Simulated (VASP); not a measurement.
# Ga (C2/c) in VASP: further runs

Runs on Ga. Level: PBE. Tasks: single point.

Everything below comes from runs of VASP 6.6.1. Logs are shortened: lines on timing, memory, paths and dates and some standing lists are left out, and cuts for length are marked.

## Step 1: Starting point

Symmetry: C2/c, No. 15, monoclinic system. The conventional cell has a = 2.766 Å, b = 8.053 Å, c = 3.332 Å, α = 90.00°, β = 92.02°, γ = 90.00°. Ga (site symmetry 2) is surrounded by 8 Ga at 2.69 to 2.92 Å.

This isn't the form of Ga at room conditions, which is orthorhombic.

## Step 2: Single point, PBE

The input, INCAR:

```
PREC = Accurate
ENCUT = 550
EDIFF = 1E-6
ISMEAR = 0
SIGMA = 0.15
LREAL = False
LASPH = True
NELM = 100
ALGO = Normal
ISIF = 2
LWAVE = False
LCHARG = False
GGA = PE
NBANDS = 20
ADDGRID = False
```

The input, KPOINTS:

```
regular mesh
0
Gamma
  7 7 6
```

The input, POSCAR:

```
Ga
1.0
    1.3830000000     -4.0265000000      0.0000000000
    1.3830000000      4.0265000000      0.0000000000
   -0.1174474948      0.0000000000      3.3299294416
Ga
2
Direct
    0.0863460000      0.8268100000      0.7848140000
    0.8777350000      0.1376800000      0.2531650000
```

Potentials or basis: VASP PAW PBE potentials, release 64 (Ga_d).

Started as:

```console
$ cat potpaw_PBE.64/Ga_d/POTCAR > POTCAR
$ mpirun -np 1 vasp_std > vasp.out
```

OUTCAR:

```text
PREC = Accurate
   ENCUT = 550
   EDIFF = 1E-6
   ISMEAR = 0
   LREAL = False
   LASPH = True
   NELM = 100
   ISIF = 2
   GGA = PE

 Found    148 irreducible k-points:

 Following reciprocal coordinates:
            Coordinates               Weight
  0.000000  0.000000  0.000000      1.000000
  0.142857  0.000000  0.000000      2.000000
 -0.000000 -0.142857  0.000000      2.000000
  0.285714 -0.000000  0.000000      2.000000
  0.000000 -0.285714  0.000000      2.000000
  0.428571 -0.000000 -0.000000      2.000000
   k-points           NKPTS =    148   k-points in BZ     NKDIM =    148   number of bands    NBANDS=     20
   number of dos      NEDOS =    301   number of ions     NIONS =      2
   total plane-waves  NPLWV =  36288
   dimension x,y,z NGX =    36 NGY =   36 NGZ =   28
   dimension x,y,z NGXF=    72 NGYF=   72 NGZF=   56
   ions per type =               2
   NGX,Y,Z   is equivalent  to a cutoff of  14.06, 14.06, 13.97 a.u.
   NGXF,Y,Z  is equivalent  to a cutoff of  28.12, 28.12, 27.94 a.u.
 SYSTEM =  unknown system
   PREC   = accura    normal or accurate (medium, high low for compatibility)
   ISTART =      0    job   : 0-new  1-cont  2-samecut
   ICHARG =      2    charge: 1-file 2-atom 10-const
   ISPIN  =      1    spin polarized calculation?
   LNONCOLLINEAR =      F non collinear calculations
   LSORBIT =      F    spin-orbit coupling
   LASPH  =      T    aspherical Exc in radial PAW
   ENCUT  =  550.0 eV  40.42 Ry    6.36 a.u.   8.14  8.14  6.37*2*pi/ulx,y,z
   NELM   =    100;   NELMIN=  2; NELMDL= -5     # of ELM steps
   EDIFF  = 0.1E-05   stopping-criterion for ELM
[... 8 lines left out ...]
   TEBEG  =    0.0;   TEEND  =   0.0 temperature during run
   PSTRESS=    0.0 pullay stress
   NELECT =      26.0000    total number of electrons
   NUPDOWN=      -1.0000    fix difference up-down
   EMIN   =  10.00;   EMAX   =-10.00  energy-range for DOS
   EFERMI =   0.00;   METHOD = LEGACY
   ISMEAR =     0;   SIGMA  =   0.15  broadening in eV -4-tet -1-fermi 0-gaus
   EFERMI_NEDOS =   21; number of points for ismear=-14 and -15
   IALGO  =     38    algorithm
   IMIX   =      4    mixing-type and parameters
     AMIX     =   0.40;   BMIX     =  1.00
     AMIX_MAG =   1.60;   BMIX_MAG =  1.00
  volume/ion in A,a.u.               =      18.54       125.14
  Fermi-wavevector in a.u.,A,eV,Ry     =   1.454323  2.748273 28.777089  2.115056
  Thomas-Fermi vector in A             =   2.571487
   LORBIT       =      0    0 simple, 1 ext, 2 COOP (PROOUT), +10 PAW based schemes
   GGA     = PE    functional components
   LHFCALC =     F    Hartree Fock is set to
   AEXX    =    0.0000 exact exchange contribution
   IVDW    =     0    specifies the selected vdW correction
   LEPSILON=     F    determine dielectric tensor
   LRPA    =     F    only Hartree local field effects (RPA)
 non-spin polarized calculation
 Gauss-broadening in eV      SIGMA  =   0.15
  energy-cutoff  :      550.00
  volume of cell :       37.09
 maximum number of plane-waves:      1101
 NGX is ok and might be reduce to    36
   NGX = 17   NGY = 17   NGZ = 13

 number of electron      26.0000005 magnetization

 Free energy of the ion-electron system (eV)
  ---------------------------------------------------
  ext. energy  EPLUGINS =         0.00000000
  ---------------------------------------------------
  free energy    TOTEN  =        -5.71999522 eV

  energy without entropy =       -5.70902594  energy(sigma->0) =       -5.71451058

 E-fermi :   5.6746     XC(G=0): -11.0555

 val. band max:        5.6604897093   @ k =   0.2857  -0.0000   0.1667
 cond. band min:       5.7001979998   @ k =  -0.1429   0.4286   0.1667
 fundamental gap:      0.0397082905
 Fermi energy:         5.6746112106

 k-point     1 :       0.0000    0.0000    0.0000
  band No.  band energies     occupation
      1      -9.5245      2.00000
      2      -9.4976      2.00000
      3      -9.4593      2.00000
      4      -9.4378      2.00000
      5      -9.1813      2.00000
      6      -9.1605      2.00000
[... 12 lines left out ...]
     19      16.5357      0.00000
     20      18.7170      0.00000

 k-point     2 :       0.1429    0.0000    0.0000
  band No.  band energies     occupation
      1      -9.5079      2.00000
      2      -9.4703      2.00000
      3      -9.4236      2.00000
      4      -9.3660      2.00000
      5      -9.2102      2.00000
      6      -9.2034      2.00000
[... 12 lines left out ...]
     19      16.8011      0.00000
     20      20.0259      0.00000

 k-point     3 :      -0.0000   -0.1429    0.0000
  band No.  band energies     occupation
      1      -9.5009      2.00000
      2      -9.4652      2.00000
      3      -9.4181      2.00000
      4      -9.3673      2.00000
      5      -9.2112      2.00000
      6      -9.1978      2.00000
[... 12 lines left out ...]
     19      16.8790      0.00000
     20      20.0628      0.00000

 k-point     4 :       0.2857   -0.0000    0.0000
  band No.  band energies     occupation
      1      -9.4818      2.00000
      2      -9.4261      2.00000
      3      -9.3608      2.00000
      4      -9.3257      2.00000
      5      -9.2901      2.00000
      6      -9.1928      2.00000
[... 12 lines left out ...]
     19      17.1427      0.00000
     20      19.6690      0.00000

 k-point     5 :       0.0000   -0.2857    0.0000
  band No.  band energies     occupation
      1      -9.4528      2.00000
      2      -9.4071      2.00000
      3      -9.3434      2.00000
      4      -9.2994      2.00000
      5      -9.2703      2.00000
      6      -9.2122      2.00000
[... 12 lines left out ...]
     19      17.2179      0.00000
     20      19.5842      0.00000

 k-point     6 :       0.4286   -0.0000   -0.0000
  band No.  band energies     occupation
      1      -9.4689      2.00000
      2      -9.4287      2.00000
      3      -9.3776      2.00000
      4      -9.3502      2.00000
      5      -9.3358      2.00000
      6      -9.2162      2.00000
[... 12 lines left out ...]
     19      15.9993      0.00000
     20      17.6920      0.00000

 [... further k-points ...]

------------------------ aborting loop because EDIFF is reached ----------------------------------------

  FORCE on cell =-STRESS in cart. coord.  units (eV):
  Direction    XX          YY          ZZ          XY          YZ          ZX
  --------------------------------------------------------------------------------------
  -------------------------------------------------------------------------------------
  Total        0.3632401      0.9715791      0.4129899      0.0800154      0.1824457     -0.0938558
  in kB       15.6924049     41.9733709     17.8416527      3.4567593      7.8818687     -4.0546816
  external PRESSURE =      25.1691428 kB  Pullay stress =       0.0000000 kB

 VOLUME and BASIS-vectors are now :
 -----------------------------------------------------------------------------
  energy-cutoff  :      550.00
  volume of cell :       37.09
      direct lattice vectors                 reciprocal lattice vectors
     1.383000000 -4.026500000  0.000000000     0.361532899 -0.124177325  0.012751361
     1.383000000  4.026500000  0.000000000     0.361532899  0.124177325  0.012751361
    -0.117447495  0.000000000  3.329929442     0.000000000  0.000000000  0.300306663

 POSITION                                       TOTAL-FORCE (eV/Angst)
 -----------------------------------------------------------------------------------
      1.17072      2.98148      2.61338         0.005180     -0.228505     -0.221800
      1.37459     -2.97983      0.84302        -0.005180      0.228505      0.221800
 -----------------------------------------------------------------------------------
    total drift:                               -0.000005      0.000007     -0.000026

  FREE ENERGIE OF THE ION-ELECTRON SYSTEM (eV)
  ---------------------------------------------------
  free  energy   TOTEN  =        -5.7199952225 eV

  energy  without entropy=       -5.7090259432  energy(sigma->0) =       -5.71451058
```

Wall time 1.7 min (1 thread of Intel Xeon Platinum 8259CL at 2.50GHz (Skylake/Cascade Lake), shared host); peak memory 0.24 GiB.

These settings aren't checked as converged: the numbers below hold their error.

What came out:

```
Free energy            : -5.7200 eV
Pressure               : 2.5 GPa
Largest force          : 0.318 eV/Å
Band gap on the k mesh : none (metal or under the smearing width)
```

## Step 3: Single point, PBE

Edit INCAR of step 2 so:

```diff
@@ -1,3 +1,3 @@
 PREC = Accurate
-ENCUT = 550
+ENCUT = 700
 EDIFF = 1E-6
```

KPOINTS is that of step 2.

The input, POSCAR:

```
Ga
1.0
    1.3830000000     -4.0265000000      0.0000000000
    1.3830000000      4.0265000000      0.0000000000
   -0.1174474948      0.0000000000      3.3299294416
Ga
2
Direct
    0.1310000000      0.8690000000      0.7500000000
    0.8690000000      0.1310000000      0.2500000000
```

Potentials or basis: VASP PAW PBE potentials, release 64 (Ga_d).

Started as:

```console
$ cat potpaw_PBE.64/Ga_d/POTCAR > POTCAR
$ mpirun -np 1 vasp_std > vasp.out
```

Run time: 87 s. Hardware: 1 thread of Intel Xeon Platinum 8259CL at 2.50GHz (Skylake/Cascade Lake), shared host; peak memory 0.25 GiB.

These settings aren't checked as converged: the numbers below hold their error.

Results:

| Property | Result |
| --- | --- |
| Free energy | -5.7356 eV |
| Pressure | 2.3 GPa |
| Largest force | 0.143 eV/Å |
| Band gap on the k mesh | none (metal or under the smearing width) |

## Step 4: Single point, PBE

INCAR is that of step 3.

KPOINTS is that of step 3.

The input, POSCAR:

```
Ga
1.0
    1.3830000000     -4.0265000000      0.0000000000
    1.3830000000      4.0265000000      0.0000000000
   -0.1174474948      0.0000000000      3.3299294416
Ga
2
Direct
    0.0863460000      0.8268100000      0.7848140000
    0.8777350000      0.1376800000      0.2531650000
```

Potentials or basis: VASP PAW PBE potentials, release 64 (Ga_d).

Started as:

```console
$ cat potpaw_PBE.64/Ga_d/POTCAR > POTCAR
$ mpirun -np 1 vasp_std > vasp.out
```

OUTCAR:

```text
PREC = Accurate
   ENCUT = 700
   EDIFF = 1E-6
   ISMEAR = 0
   LREAL = False
   LASPH = True
   NELM = 100
   ISIF = 2
   GGA = PE

 Found    148 irreducible k-points:

 Following reciprocal coordinates:
            Coordinates               Weight
  0.000000  0.000000  0.000000      1.000000
  0.142857  0.000000  0.000000      2.000000
 -0.000000 -0.142857  0.000000      2.000000
  0.285714 -0.000000  0.000000      2.000000
  0.000000 -0.285714  0.000000      2.000000
  0.428571 -0.000000 -0.000000      2.000000
   k-points           NKPTS =    148   k-points in BZ     NKDIM =    148   number of bands    NBANDS=     20
   number of dos      NEDOS =    301   number of ions     NIONS =      2
   total plane-waves  NPLWV =  48000
   dimension x,y,z NGX =    40 NGY =   40 NGZ =   30
   dimension x,y,z NGXF=    80 NGYF=   80 NGZF=   60
   ions per type =               2
   NGX,Y,Z   is equivalent  to a cutoff of  15.62, 15.62, 14.97 a.u.
   NGXF,Y,Z  is equivalent  to a cutoff of  31.24, 31.24, 29.94 a.u.
 SYSTEM =  unknown system
   PREC   = accura    normal or accurate (medium, high low for compatibility)
   ISTART =      0    job   : 0-new  1-cont  2-samecut
   ICHARG =      2    charge: 1-file 2-atom 10-const
   ISPIN  =      1    spin polarized calculation?
   LNONCOLLINEAR =      F non collinear calculations
   LSORBIT =      F    spin-orbit coupling
   LASPH  =      T    aspherical Exc in radial PAW
   ENCUT  =  700.0 eV  51.45 Ry    7.17 a.u.   9.18  9.18  7.19*2*pi/ulx,y,z
   NELM   =    100;   NELMIN=  2; NELMDL= -5     # of ELM steps
   EDIFF  = 0.1E-05   stopping-criterion for ELM
[... 8 lines left out ...]
   TEBEG  =    0.0;   TEEND  =   0.0 temperature during run
   PSTRESS=    0.0 pullay stress
   NELECT =      26.0000    total number of electrons
   NUPDOWN=      -1.0000    fix difference up-down
   EMIN   =  10.00;   EMAX   =-10.00  energy-range for DOS
   EFERMI =   0.00;   METHOD = LEGACY
   ISMEAR =     0;   SIGMA  =   0.15  broadening in eV -4-tet -1-fermi 0-gaus
   EFERMI_NEDOS =   21; number of points for ismear=-14 and -15
   IALGO  =     38    algorithm
   IMIX   =      4    mixing-type and parameters
     AMIX     =   0.40;   BMIX     =  1.00
     AMIX_MAG =   1.60;   BMIX_MAG =  1.00
  volume/ion in A,a.u.               =      18.54       125.14
  Fermi-wavevector in a.u.,A,eV,Ry     =   1.454323  2.748273 28.777089  2.115056
  Thomas-Fermi vector in A             =   2.571487
   LORBIT       =      0    0 simple, 1 ext, 2 COOP (PROOUT), +10 PAW based schemes
   GGA     = PE    functional components
   LHFCALC =     F    Hartree Fock is set to
   AEXX    =    0.0000 exact exchange contribution
   IVDW    =     0    specifies the selected vdW correction
   LEPSILON=     F    determine dielectric tensor
   LRPA    =     F    only Hartree local field effects (RPA)
 non-spin polarized calculation
 Gauss-broadening in eV      SIGMA  =   0.15
  energy-cutoff  :      700.00
  volume of cell :       37.09
 maximum number of plane-waves:      1580
 NGX is ok and might be reduce to    40
   NGX = 19   NGY = 19   NGZ = 15

 number of electron      25.9999999 magnetization

 Free energy of the ion-electron system (eV)
  ---------------------------------------------------
  ext. energy  EPLUGINS =         0.00000000
  ---------------------------------------------------
  free energy    TOTEN  =        -5.71990455 eV

  energy without entropy =       -5.70893547  energy(sigma->0) =       -5.71442001

 E-fermi :   5.6745     XC(G=0): -11.0555

 val. band max:        5.6604423314   @ k =   0.2857  -0.0000   0.1667
 cond. band min:       5.7001370950   @ k =  -0.1429   0.4286   0.1667
 fundamental gap:      0.0396947636
 Fermi energy:         5.6745417999

 k-point     1 :       0.0000    0.0000    0.0000
  band No.  band energies     occupation
      1      -9.5254      2.00000
      2      -9.4985      2.00000
      3      -9.4602      2.00000
      4      -9.4386      2.00000
      5      -9.1822      2.00000
      6      -9.1614      2.00000
[... 12 lines left out ...]
     19      16.5356      0.00000
     20      18.7168      0.00000

 k-point     2 :       0.1429    0.0000    0.0000
  band No.  band energies     occupation
      1      -9.5088      2.00000
      2      -9.4712      2.00000
      3      -9.4245      2.00000
      4      -9.3669      2.00000
      5      -9.2111      2.00000
      6      -9.2043      2.00000
[... 12 lines left out ...]
     19      16.8010      0.00000
     20      20.0258      0.00000
[... 51 lines left out ...]
      3      -9.3443      2.00000
      4      -9.3003      2.00000
      5      -9.2712      2.00000
      6      -9.2131      2.00000
[... 12 lines left out ...]
     19      17.2178      0.00000
     20      19.5841      0.00000

 k-point     6 :       0.4286   -0.0000   -0.0000
  band No.  band energies     occupation
      1      -9.4698      2.00000
      2      -9.4296      2.00000
      3      -9.3785      2.00000
      4      -9.3511      2.00000
      5      -9.3367      2.00000
      6      -9.2171      2.00000
[... 12 lines left out ...]
     19      15.9992      0.00000
     20      17.6919      0.00000

 [... further k-points ...]

------------------------ aborting loop because EDIFF is reached ----------------------------------------

  FORCE on cell =-STRESS in cart. coord.  units (eV):
  Direction    XX          YY          ZZ          XY          YZ          ZX
  --------------------------------------------------------------------------------------
  -------------------------------------------------------------------------------------
  Total        0.3620460      0.9706465      0.4117971      0.0800187      0.1824025     -0.0938253
  in kB       15.6408158     41.9330784     17.7901243      3.4569020      7.8800065     -4.0533664
  external PRESSURE =      25.1213395 kB  Pullay stress =       0.0000000 kB

 VOLUME and BASIS-vectors are now :
 -----------------------------------------------------------------------------
  energy-cutoff  :      700.00
  volume of cell :       37.09
      direct lattice vectors                 reciprocal lattice vectors
     1.383000000 -4.026500000  0.000000000     0.361532899 -0.124177325  0.012751361
     1.383000000  4.026500000  0.000000000     0.361532899  0.124177325  0.012751361
    -0.117447495  0.000000000  3.329929442     0.000000000  0.000000000  0.300306663

 POSITION                                       TOTAL-FORCE (eV/Angst)
 -----------------------------------------------------------------------------------
      1.17072      2.98148      2.61338         0.005187     -0.228232     -0.222010
      1.37459     -2.97983      0.84302        -0.005187      0.228232      0.222010
 -----------------------------------------------------------------------------------
    total drift:                               -0.000008     -0.000007     -0.000118

  FREE ENERGIE OF THE ION-ELECTRON SYSTEM (eV)
  ---------------------------------------------------
  free  energy   TOTEN  =        -5.7199045527 eV

  energy  without entropy=       -5.7089354676  energy(sigma->0) =       -5.71442001
```

stdout:

```text
POSCAR found type information on POSCAR Ga
 POSCAR found :  1 types and       2 ions
 scaLAPACK will be used
 LDA part: xc-table for (Slater+PW92), standard interpolation
 POSCAR, INCAR and KPOINTS ok, starting setup
 FFT: planning ... GRIDC
 FFT: planning ... GRID_SOFT
 FFT: planning ... GRID
 WAVECAR not read
 entering main loop
```

Wall time 2 min (1 thread of Intel Xeon Platinum 8259CL at 2.50GHz (Skylake/Cascade Lake), shared host); peak memory 0.29 GiB.

These settings aren't checked as converged: the numbers below hold their error.

Results:

```yaml
Free_energy: -5.7199 eV
Pressure: 2.5 GPa
Largest_force: 0.318 eV/Å
Band_gap_on_the_k_mesh: none (metal or under the smearing width)
```

[end of part 1 of 2]
